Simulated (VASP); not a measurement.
BaTe in VASP 6.6.1, single-point calculation

INCAR

```
LCHARG = .FALSE.
IBRION = -1
ISMEAR = -1
LREAL = .FALSE.
MAXMIX = 40
SIGMA = 0.02
ENCUT = 520
NELM = 53
PREC = Accurate
EDIFF = 1E-7
LASPH = .TRUE.
LWAVE = .FALSE.
NSW = 0
ISIF = 2
GGA = PE
NBANDS = 15
```

KPOINTS

```
KPOINTS created by Atomic Simulation Environment
0
Gamma
5 5 5
0 0 0
```

POSCAR

```
Ba Te
 1.0000000000000000
     0.0000000000000000    3.4836324785000001    3.5323793129999999
     3.5323793129999999    0.0000000000000000    3.5323793129999999
     3.5323793129999999    3.4836324785000001    0.0000000000000000
 Ba  Te
   1   1
Cartesian
  0.0000000000000000  0.0000000000000000  0.0000000000000000
  3.5323793129999994  3.4836324784999997  3.5323793129999994
```

The recommended PBE PAW datasets give the neutral cell 16 valence electrons.

Command

```
mpirun -np 1 vasp_std
```

**Question.** How does this run end, and what does it give?

**Answer.** It converged. Results: gap between bands v and c on the k mesh 1.62 eV; least direct gap on the k mesh 1.99 eV; pressure 0.8 GPa. Band v is the last that the valence electrons fill when counted band by band, and c is the next.

OSZICAR

```
N       E                     dE             d eps       ncg     rms          rms(c)
DAV:   1     0.877209342497E+02    0.87721E+02   -0.63566E+03   540   0.900E+02
DAV:   2    -0.314069919127E+01   -0.90862E+02   -0.82472E+02   747   0.154E+02
DAV:   3    -0.857926648447E+01   -0.54386E+01   -0.53999E+01   726   0.419E+01
DAV:   4    -0.872112333597E+01   -0.14186E+00   -0.14179E+00   714   0.679E+00
DAV:   5    -0.872479610062E+01   -0.36728E-02   -0.36727E-02   801   0.896E-01    0.365E+00
DAV:   6    -0.861090044189E+01    0.11390E+00   -0.13018E-01   638   0.181E+00    0.240E+00
DAV:   7    -0.861320254838E+01   -0.23021E-02   -0.11050E-01   666   0.185E+00    0.832E-01
DAV:   8    -0.861986182641E+01   -0.66593E-02   -0.15093E-02   596   0.817E-01    0.204E-01
DAV:   9    -0.862022761639E+01   -0.36579E-03   -0.83038E-04   701   0.183E-01    0.659E-02
DAV:  10    -0.862045472333E+01   -0.22711E-03   -0.41322E-04   589   0.138E-01    0.269E-02
DAV:  11    -0.862046679670E+01   -0.12073E-04   -0.40428E-05   688   0.358E-02    0.242E-02
DAV:  12    -0.862046219428E+01    0.46024E-05   -0.15476E-05   645   0.200E-02    0.150E-02
DAV:  13    -0.862046320784E+01   -0.10136E-05   -0.11180E-06   603   0.662E-03    0.199E-03
DAV:  14    -0.862046336049E+01   -0.15265E-06   -0.30350E-08   557   0.108E-03    0.420E-04
DAV:  15    -0.862046344699E+01   -0.86503E-07   -0.12788E-08   382   0.751E-04
   1 F= -.86204634E+01 E0= -.86204634E+01  d E =-.158507E-11
```

These settings aren't sound, so the numbers aren't properties of the crystal.

On sound settings PBE gives a gap of 1.52 eV on its mesh and a pressure of 0.7 GPa for the intended cell.
